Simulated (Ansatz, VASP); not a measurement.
## InB26P26S (S_P-In_B): VASP beside Ansatz

Wanted: the spread between two codes on one cell, functional and k mesh. The cell is taken from a series of runs on this material, whose earlier steps may have relaxed, scaled, displaced or heated it; both programs get it as it stands.

Program: Ansatz 0.2.0. Level of theory: plane waves, with VASP 6.6.1 beside it; single point at r2SCAN. Results are calculated unless marked as measured.

### Step 1. The starting structure

The cell holds 54 atoms: 26 B, 26 P, 1 S and 1 In. Cell: a = 9.623 Å, b = 9.623 Å, c = 9.623 Å, α = 60.0°, β = 60.0°, γ = 60.0°. It derives from BP (BP (F-43m)). Nearest the centre at fractional (0.292, 0.625, 0.625): In54 at 1.06 Å, S53 at 1.27 Å, B15 at 2.52 Å, B17 at 2.53 Å, B9 at 2.54 Å, P39 at 2.78 Å, P31 at 2.79 Å, P33 at 2.79 Å. The cell carries charge +1.

Structure file:

```xyz
54
Lattice="0.0000 6.8046 6.8046 6.8046 0.0000 6.8046 6.8046 6.8046 0.0000" Properties=species:S:1:pos:R:3 pbc="T T T"
B     0.0113    6.7977    6.8030
B     2.2751    9.0584    6.8029
B     4.5861   11.2972    6.8027
B     2.2751    6.7977    9.0637
B     4.5417    9.0643    9.0696
B     6.8152   11.3378    9.0647
B     4.5861    6.7975   11.3024
B     6.8152    9.0594   11.3431
B     9.0858   11.2935   11.2987
B     6.8033    9.0654    2.2661
B     2.2749    4.4926    2.3094
B     4.5819    6.8012    2.3052
B     2.2749    2.3042    4.4979
B     4.5369    4.5333    4.5385
B     6.7709    6.8038    4.4942
B     4.5819    2.2999    6.8065
B     6.7709    4.4889    6.8090
B     0.0079    4.5305    4.5357
B     2.2751    6.7977    4.5391
B     4.5428    9.0654    4.5265
B     2.2751    4.5339    6.8030
B     4.5358    6.7977    6.8029
B     6.7746    9.1087    6.8027
B    11.3474   11.3258    9.0706
B     6.7746    6.7975    9.1140
B     9.0832    9.1045    9.1097
P     3.3924    3.3945    3.3998
P     5.6765    5.6667    3.3998
P     7.9603    7.9335    3.3955
P     5.6765    3.3945    5.6720
P    10.4059    8.1239    5.4640
P     7.9603    3.3903    7.9387
P    10.4059    5.4587    8.1292
P    12.4856    7.9267    7.9320
P     3.4061    5.6644    5.6697
P     5.6723    7.9335    5.6835
P     7.9480   10.2050    5.6713
P     5.6723    5.6783    7.9387
P     7.7407    8.1239    8.1292
P    10.2087   10.2037    7.9320
P     7.9480    5.6660   10.2102
P    10.2087    7.9267   10.2089
P    12.4833   10.2013   10.2065
P     3.4097    7.9323    7.9376
P     5.6765   10.1991    7.9202
P     7.9464   12.4690    7.9340
P     5.6765    7.9150   10.2043
P     7.9487   10.1991   10.2043
P    10.2155   12.4828   10.2001
P     7.9464    7.9287   12.4742
P    10.2155   10.1949   12.4881
P    12.4870   12.4706   12.4759
S     7.7771    5.4951    5.5004
In    9.1240    6.8420    6.8472
```

### Step 2. VASP: single point, r2SCAN, pair 1

With cell and atoms fixed, the geometry can't cause a difference; cores, projectors, grids and the points listed under the comparison can.

Lines of VASP's logs that name or quote its potential files are left out, and so is its time.

Contents of INCAR:

```
SYSTEM = InB26P26S
PREC = Accurate
ENCUT = 460
EDIFF = 1E-06
NELM = 120
ISMEAR = 0
SIGMA = 0.01
LREAL = Auto
ALGO = Normal
METAGGA = R2SCAN
LASPH = .TRUE.
NELECT = 226
NBANDS = 152
LORBIT = 11
LWAVE = .FALSE.
LCHARG = .FALSE.
ISIF = 2
ISYM = 2
GGA_COMPAT = .FALSE.
EFERMI = MIDGAP
LMIXTAU = .TRUE.
KPAR = 2
```

Contents of POSCAR:

```
InB26P26S
1.0
    0.0000000000      6.8045562257      6.8045562257
    6.8045562257      0.0000000000      6.8045562257
    6.8045562257      6.8045562257      0.0000000000
B P S In
26 26 1 1
Direct
    0.9985507400      0.0012144395      0.0004427944
    0.9983210194      0.0014415118      0.3329086195
    0.9929951486      0.0067384211      0.6672415970
    0.9983210194      0.3336802646      0.0006698667
    0.9987538304      0.3341130756      0.3333414305
    0.9983959332      0.3337551784      0.6678135380
    0.9929951486      0.6680132421      0.0059667760
    0.9983959332      0.6685851831      0.3329835334
    0.9924570977      0.6680092415      0.6672375964
    0.3327342828      0.0002905458      0.9995189007
    0.3326539969      0.0067384212      0.3275827488
    0.3324606985      0.0063070341      0.6670482986
    0.3326539969      0.3283543939      0.0059667761
    0.3332259379      0.3337551784      0.3329835334
    0.3326499963      0.3278163429      0.6672375964
    0.3324606985      0.6678199437      0.0055353890
    0.3326499963      0.6680092415      0.3270446978
    0.6656074712      0.0009667164      0.0001950713
    0.6658551943      0.0012144395      0.3331383401
    0.6649313006      0.0002905458      0.6673218829
    0.6658551943      0.3339099852      0.0004427944
    0.6660822666      0.3336802646      0.3329086195
    0.6713791760      0.3283543938      0.6672415970
    0.6649313006      0.6680935280      0.9995189007
    0.6713791760      0.6680132421      0.3275827488
    0.6709477889      0.6678199437      0.6670482986
    0.2499761042      0.2496586890      0.2488870439
    0.2490963969      0.2505377299      0.5836839971
    0.2475383698      0.2514723602      0.9183694343
    0.2490963969      0.5844556422      0.2497660848
    0.2338160566      0.5691753018      0.9600759388
    0.2475383698      0.9191410794      0.2507007151
    0.2338160566      0.9608475839      0.5684036567
    0.2478525481      0.9178321026      0.9170604575
    0.5825499837      0.2506676868      0.2498960417
    0.5837818342      0.2514723602      0.5821259699
    0.5825701586      0.2508860755      0.9171577587
    0.5837818342      0.5828976150      0.2507007151
    0.6254883387      0.5691753018      0.5684036567
    0.5824728574      0.5832117933      0.9170604575
    0.5825701586      0.9179294038      0.2501144304
    0.5824728574      0.9178321026      0.5824401482
    0.5822992795      0.9176585247      0.9168868796
    0.9155734279      0.2509326731      0.2501610280
    0.9142994438      0.2496586890      0.5845637043
    0.9153084416      0.2506676868      0.9171375838
    0.9142994438      0.5853353494      0.2488870439
    0.9151784847      0.5844556422      0.5836839971
    0.9161131150      0.5828976150      0.9183694343
    0.9153084416      0.9179092289      0.2498960417
    0.9161131150      0.9191410794      0.5821259699
    0.9155268303      0.9179294038      0.9171577587
    0.2364892819      0.5718485271      0.5710768820
    0.3354563942      0.6708156394      0.6700439943
```

Contents of KPOINTS:

```
Points of the shifted mesh
8
Reciprocal
 0.2500000000  0.2500000000  0.2500000000 1
 0.2500000000  0.2500000000  0.7500000000 1
 0.2500000000  0.7500000000  0.2500000000 1
 0.2500000000  0.7500000000  0.7500000000 1
 0.7500000000  0.2500000000  0.2500000000 1
 0.7500000000  0.2500000000  0.7500000000 1
 0.7500000000  0.7500000000  0.2500000000 1
 0.7500000000  0.7500000000  0.7500000000 1
```

PAW data sets: B, P, S and In_d (PBE family, release 64).

Started as:

```sh
$ mpirun -np 8 vasp_std
```

Log:

```text
[banner, memory and clock lines left out]
running    8 mpi-ranks, on    1 nodes
[...]
|                                                                             |
|           W    W    AA    RRRRR   N    N  II  N    N   GGGG   !!!           |
|           W    W   A  A   R    R  NN   N  II  NN   N  G    G  !!!           |
|           W    W  A    A  R    R  N N  N  II  N N  N  G       !!!           |
|           W WW W  AAAAAA  RRRRR   N  N N  II  N  N N  G  GGG   !            |
|           WW  WW  A    A  R   R   N   NN  II  N   NN  G    G                |
|           W    W  A    A  R    R  N    N  II  N    N   GGGG   !!!           |
|                                                                             |
|     For optimal performance we recommend to set                             |
|       NCORE = 2 up to number-of-cores-per-socket                            |
|     NCORE specifies how many cores store one orbital (NPAR=cpu/NCORE).      |
|     This setting can greatly improve the performance of VASP for DFT.       |
[...]
DAV:   2    -0.397988753894E+03   -0.12259E+04   -0.11326E+04  2816   0.266E+02
DAV:   3    -0.530353412705E+03   -0.13236E+03   -0.12852E+03  3016   0.931E+01
DAV:   4    -0.536659635296E+03   -0.63062E+01   -0.62554E+01  3144   0.214E+01
DAV:   5    -0.536922314135E+03   -0.26268E+00   -0.26219E+00  3616   0.411E+00BRMIX: very serious problems
 the old and the new charge density differ
 old charge density:   227.00000 new  226.00000
BRMIX: very serious problems
 the old and the new charge density differ
 old charge density:   227.00000 new  226.00000
    0.440E+01
DAV:   6    -0.506172445091E+03    0.30750E+02   -0.27636E+01  3464   0.237E+01    0.257E+01
DAV:   7    -0.476916915889E+03    0.29256E+02   -0.88681E+00  3192   0.757E+00    0.643E+00
DAV:   8    -0.482968855471E+03   -0.60519E+01   -0.10894E+01  2632   0.860E+00    0.313E+00
DAV:   9    -0.484619396043E+03   -0.16505E+01   -0.14195E+00  2712   0.404E+00    0.227E+00
[...]
DAV:  19    -0.484628114931E+03   -0.40948E-05   -0.60869E-06  3200   0.965E-03    0.851E-03
DAV:  20    -0.484628110633E+03    0.42986E-05   -0.21107E-06  1808   0.601E-03    0.171E-02
DAV:  21    -0.484628110277E+03    0.35518E-06   -0.21906E-07  1456   0.197E-03
   1 F= -.48462811E+03 E0= -.48462811E+03  d E =0.000000E+00
```

Parts of OUTCAR (step 2):

```text
  Total       10.9910157     10.9910157     10.9910157     -1.9772794     -1.9772794     -1.9772794
  in kB       27.9459575     27.9459575     27.9459575     -5.0274668     -5.0274668     -5.0274668
  external PRESSURE =      27.9459575 kB  Pullay stress =       0.0000000 kB

 POSITION                                       TOTAL-FORCE (eV/Angst)
 -----------------------------------------------------------------------------------
      0.01128      6.79771      6.80296        -0.001063     -0.000729     -0.000729
      2.27510      9.05843      6.80294        -0.000012     -0.000037     -0.000012
      4.58613     11.29717      6.80274         0.002205     -0.000690      0.009147
      2.27510      6.79769      9.06368        -0.000012     -0.000012     -0.000037
      4.54173      9.06432      9.06957         0.000881      0.000881      0.000881
      6.81523     11.33782      9.06470        -0.001742     -0.001742      0.001023
      4.58613      6.79749     11.30242         0.002205      0.009147     -0.000690
      6.81523      9.05945     11.34307        -0.001742      0.001023     -0.001742
      9.08576     11.29349     11.29874         0.009221     -0.012317     -0.012317
      6.80326      9.06539      2.26609        -0.000612      0.000634      0.000634
      2.27491      4.49262      2.30941         0.009147     -0.000690      0.002205
      4.58188      6.80122      2.30516         0.001706     -0.005402      0.001706
      2.27491      2.30416      4.49787         0.009147      0.002205     -0.000690
      4.53686      4.53326      4.53851         0.001023     -0.001742     -0.001742
[...]
-----------------------------------------------------------------------------------
    total drift:                               -0.000821     -0.000849     -0.001007

  FREE ENERGIE OF THE ION-ELECTRON SYSTEM (eV)
  ---------------------------------------------------
  free  energy   TOTEN  =      -484.6281102774 eV

  energy  without entropy=     -484.6281102774  energy(sigma->0) =     -484.62811028

[... 2 further parts left out ...]
```

The run ends at a pressure of 2.79 GPa, with forces up to 0.039 eV/Å.

### Step 3. Ansatz: single point, r2SCAN, pair 1

Ansatz runs on its PAW soft_1 files.

The same cell, functional and mesh now go to Ansatz.

Contents of input.yaml:

```yaml
crystal:
  checkpoint: "../qp1.relax.run"
  host: checkpoint
total_charge: 1
basis:
  ecutwfc: 500
  xc_grid: 2
hamiltonian:
  xc: r2scan
  pseudopotentials: { kind: paw, azcp: { folder: soft_1 } }
kpoints:
  mp_grid: { grid: [2, 2, 2], shift: [0.5, 0.5, 0.5] }
scf:
  occupations: { method: fixed }
  max_iter: 60
output:
  forces: true
  eigenvalues: true
  charged_corrections:
    epsilon: 9.31
    static_epsilon: 9.42
    defect_position: [0.291667, 0.625, 0.625]
  eigenstates: { localisation: true }
  populations: true
  band_densities: [{ bands: [v1, v1] }, { bands: [c1, c1] }]
  write_density: true
  write_potential: true
  volumetric_format: npy
  elf: true
checkpoint:
  read: "../qp1.relax.run"
  write: "../qp1.point.run"
  compress: false
  write_wavefunctions: false
  write_every: 100000
```

Started as:

```sh
$ ansatz run input.yaml --threads 4 --pin off --max-ram 7536MiB --backend cpu --events-out ev --progress --plain --runs-dir out
```

Log:

```text
Warning: the atoms were moved onto the symmetric positions of the space group found under crystal.symmetry.tolerance 1.0e-5 (fractional; no operation is sought that the atoms, as they stand in a round, miss by more than twice it, and no atom is moved by as much as it), and the run uses the moved positions. Before a round's move an operation carried an atom to 8.66e-5 Å from where it should land, the largest such dist [...]
[...]
E_xc         = -2857.700690
  E_vxc        = -3021.574918  (∫ρ·V_xc dr)
  E_paw        = -21639.797498  (= ΣΔE_a)
  E_vpaw       = -564.645395  (= ΣTr[D̂ρ^β])
  E_aug_tail   = -0.000066  (compensation charges beyond the density's cutoff)
  E_vtau       = 139.344226  (kinetic-family band-sum trace: ∫τ·v_τ [+ j·A + Jᵃ·Aᵃ] dr)
  E_ewald      = -8773.175956
  E_core_change = -1.985613  (= ΣΔE_core)
  E_smearing   = -0.000000  (= −TS)
  E_closure    = 0.000000  (closes the sum)
  E_deformation_potential = 16.672316  (in the stress; not in F)
  Σ components = -30357.436392   (vs F -30357.436392, Δ=0.00e0)
--- Forces (eV/Å), atoms counted from 1 ---
  atom   1  B     -0.00039481    -0.00010201    -0.00010201
  atom   2  P      0.00031380     0.00009388     0.00009388
  atom   3  B     -0.00006860     0.00021745    -0.00006860
  atom   4  P     -0.00012507     0.00030418    -0.00012507
  atom   5  B     -0.00061656     0.00129637     0.00006973
  atom   6  P     -0.00019088    -0.00063805    -0.00015021
  atom   7  B     -0.00006860    -0.00006860     0.00021745
  atom   8  P     -0.00012507    -0.00012507     0.00030418
  atom   9  B     -0.00061050    -0.00061050    -0.00061050
  atom  10  S      0.00021107     0.00021107     0.00021107
  atom  11  B     -0.00005720    -0.00005720     0.00082696
  atom  12  P      0.00077361     0.00077361     0.00074273
  atom  13  B     -0.00061656     0.00006973     0.00129637
  atom  14  P     -0.00019088    -0.00015021    -0.00063805
  atom  15  B     -0.00005720     0.00082696    -0.00005720
  atom  16  P      0.00077361     0.00074273     0.00077361
  atom  17  B     -0.00015557    -0.00090548    -0.00090548
  atom  18  P     -0.00056697     0.00042738     0.00042738
  atom  19  B      0.00014359     0.00028751     0.00028751
  atom  20  P     -0.00027981    -0.00008542    -0.00008542
  atom  21  B      0.00006973     0.00129637    -0.00061656
  atom  22  P     -0.00015021    -0.00063805    -0.00019088
  atom  23  B      0.00003809     0.00013732     0.00003809
  atom  24  P     -0.00020586    -0.00055431    -0.00020586
[...]
atom  47  B      0.00129637    -0.00061656     0.00006973
  atom  48  P     -0.00063805    -0.00019088    -0.00015021
  atom  49  B      0.00028751     0.00014359     0.00028751
  atom  50  P     -0.00008542    -0.00027981    -0.00008542
  atom  51  B      0.00129637     0.00006973    -0.00061656
  atom  52  P     -0.00063805    -0.00015021    -0.00019088
  atom  53  B      0.00013732     0.00003809     0.00003809
  atom  54  P     -0.00055431    -0.00020586    -0.00020586
  max |Σ_I F_I| component: 9.68e-4 eV/Å
--- Charged-cell corrections in eV (Makov–Payne, q = +1.000 e, ε = 9.310 of the electrons, 9.420 with the ions) ---
  F (periodic)     = -30357.436392  (uncorrected; the corrections below are reported, never added to it)
  E_corr1          = +0.260537  (monopole, q²α_M/2εL)
  F Makov-Payne    = n/a  (the rows are of the electrons' constant alone; ansatz place-levels tells what screens the charge)
  no potential alignment in this run, which stands beside a crystal: run the host's input off ansatz write-host-input, and read the two finished runs by ansatz place-levels (neither reads a slab, a wire or a sheet, whose cell leaves a vacuum)
--- Band table (eV) ---
  k-point 0: bands = ["-7.6760", "-6.4381", "-5.8646", "-5.8646", "-5.5614", "-5.3835", "-5.3835", "-5.3077", "-4.9004", "-4.9004", "-4.6401", "-4.5429", "-4.5429", "-4.2626", "-4.2626", "-4.1914", "-3.7294", "-3.3792", "-3.2699", "-3.2699", "-2.8289", "-2.8289", "-2.7393", "-2.3458", "-2.0724", "-2.0724", "-2.0534", "-1.8566", "-1.8566", "-1.7053", "-1.7053", "-1.5432", "0.5303", "0.5303", "0.7746", "0.8335", "1.013 [...]
  k-point 1: bands = ["-7.6541", "-6.2097", "-5.9576", "-5.8683", "-5.7460", "-5.5390", "-5.3968", "-5.3864", "-5.2753", "-5.2032", "-4.7414", "-4.3438", "-4.2509", "-3.9989", "-3.7994", "-3.6431", "-3.5393", "-3.3999", "-3.1533", "-3.0116", "-3.0083", "-2.8271", "-2.7745", "-2.5278", "-2.5275", "-2.4895", "-2.3911", "-1.8267", "-1.7204", "-1.6763", "-1.4771", "-1.4439", "0.1188", "0.3928", "0.4533", "0.6630", "0.818 [...]
--- Löwdin populations: 54 sites ---
  site symbol       q [e]
     0      B      3.6262
     1      P      4.2492
     2      B      3.6301
     3      P      4.2637
     4      B      3.6451
     5      P      4.2948
     6      B      3.6301
     7      P      4.2637
     8      B      3.6311
     9      S      5.4182
    10      B      3.6298
    11      P      4.5147
    12      B      3.6451
    13      P      4.2948
    14      B      3.6298
    15      P      4.5147
    16      B      3.5581
    17      P      4.2863
    18      B      3.6033
    19      P      4.2839
    20      B      3.6451
    21      P      4.2948
    22      B      3.6319
    23      P      4.2864
[...]
46      B      3.6451
    47      P      4.2948
    48      B      3.6033
    49      P      4.2839
    50      B      3.6451
    51      P      4.2948
    52      B      3.6319
    53      P      4.2864
  spilling = 0.008027 (of n_electrons = 226.000000)
--- Band densities, each state counted as filled ---
  window                                       electrons  max residual (eV)  cut levels
  bands: [v1, v1]                               2.000000             2.4e-9           1
  bands: [c1, c1]                               2.000000             1.7e-4           0
```

### Step 4. Comparison

Known differences besides the potentials themselves: VASP keeps PBE cores, Ansatz makes them for the functional; fixed occupations in Ansatz, narrow Gaussian smearing in VASP; the cutoff is 500 eV in Ansatz and 460 eV in VASP (PREC = Accurate, projectors in real space). Total energies have different zeros and are not compared.

Both answers:

| quantity | Ansatz | VASP | difference |
| --- | --- | --- | --- |
| gap on the k mesh (eV) | 1.483 | 1.503 | -0.020 |

At this near-relaxed geometry the largest component of a force difference is 24 meV/Å. A gap on the mesh is an upper bound, since the band edges may lie between its points. The cell carries a charge of +1 e against a uniform background, so its pressure also hangs on how the neutralising background is counted, and in a defect's cell a gap may be the spacing between its levels.

### Step 5. Ansatz: single point, r2SCAN, pair 2

With cell and atoms fixed, the geometry can't cause a difference; cores, projectors, grids and the points listed under the comparison can.

The cell is taken from a series of runs on this material, whose earlier steps may have relaxed, scaled, displaced or heated it; both programs get it as it stands.

input.yaml, as its differences from that of step 3:

```diff
@@ -1,5 +1,5 @@
 crystal:
-  checkpoint: "../qp1.relax.run"
+  checkpoint: "../qm1.relax.run"
   host: checkpoint
-total_charge: 1
+total_charge: -1
 basis:
@@ -30,4 +30,4 @@
 checkpoint:
-  read: "../qp1.relax.run"
-  write: "../qp1.point.run"
+  read: "../qm1.relax.run"
+  write: "../qm1.point.run"
   compress: false
```

Log:

```text
[...]
atom  21  B     -0.00096884     0.00043954    -0.00017963
  atom  22  P      0.00026863    -0.00033067     0.00252584
  atom  23  B     -0.00004432     0.00248357    -0.00004815
  atom  24  P     -0.00002555    -0.00054194     0.00031883
  atom  25  B     -0.00096884    -0.00017963     0.00043954
  atom  26  P      0.00026863     0.00252584    -0.00033067
  atom  27  B      0.00446278     0.00220159     0.00220159
  atom  28  P     -0.00184206     0.00007080     0.00007080
[...]
0      B      3.6577
     1      P      4.2780
     2      B      3.6657
     3      P      4.2862
     4      B      3.6711
     5      P      4.3117
     6      B      3.6657
     7      P      4.2862
[...]
50      B      3.6711
    51      P      4.3117
    52      B      3.6639
    53      P      4.3117
  spilling = 0.009355 (of n_electrons = 228.000000)
--- Band densities, each state counted as filled ---
  window                                       electrons  max residual (eV)  cut levels
  bands: [v1, v1]                               2.000000             3.1e-9           0
  bands: [c1, c1]                               2.000000             1.9e-4           1
```

(Part 1 of 2 ends here.)

[Lines on the potential files, build, host, timing and source positions are cut from VASP's logs without a mark.]

[Logs are printed without paths, hosts, clocks, repeated set-up lines and the standing remarks that a program may print on its own settings, such as how far it seeks lower states.]

[Hosts, paths, dates, database ids (printed as entryN), source tags and the programs' standing remarks are cut or masked in the printed files.]
